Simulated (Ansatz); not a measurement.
Here is an Ansatz 0.2.0 calculation.

Contents of input.yaml:

```yaml
crystal:
  lattice:
    - [3.95487585, 0.0, 0.0]
    - [-1.97743793, 3.42502296, 0.0]
    - [0.0, 0.0, 3.85976289]
  atoms:
    - { symbol: Pt, position: [0.0, 0.0, 0.0], spin: 2.0 }
    - { symbol: Te, position: [0.6666666667, 0.3333333333, 0.5] }
hamiltonian:
  xc: lda
  pseudopotentials: { kind: paw }
  hubbard: { sites: [{ species: Pt, l: d, u_eff: 7.0 }] }
magnetization:
  spin_polarized: true
  initial_magnetization: 2.0
  spin_locking: { lock_magnetization: hard }
kpoints:
  mp_grid: { grid: [6, 6, 5] }
scf:
  occupations: { method: gaussian, width: 0.05 }
output:
  forces: true
  stress: true
  eigenvalues: true
```

Potentials or basis: Ansatz PAW.

Launch:

```bash
$ ansatz run input.yaml --threads 2 --pin off --max-ram 5632MiB --backend cpu --events-out ev --progress --plain --runs-dir out
```

**Question.** Estimate the pressure.

**Answer.** -11.0 GPa.

Stress tensor (GPa, compression positive):
```
 -9.57   0.00   0.00
  0.00  -9.57   0.00
  0.00   0.00 -13.92
```

Caveat: the magnetic or orbital state may not be the lowest; the total moment is fixed, so each spin has its own Fermi level; the PAW data sets come from PBE, with cores solved anew for the run's functional, which leaves a small shift of forces and pressure; the U is typed as a test and isn't derived for this compound; the thresholds are loose for stress. The state reached can hang on the start; a lower one may exist.
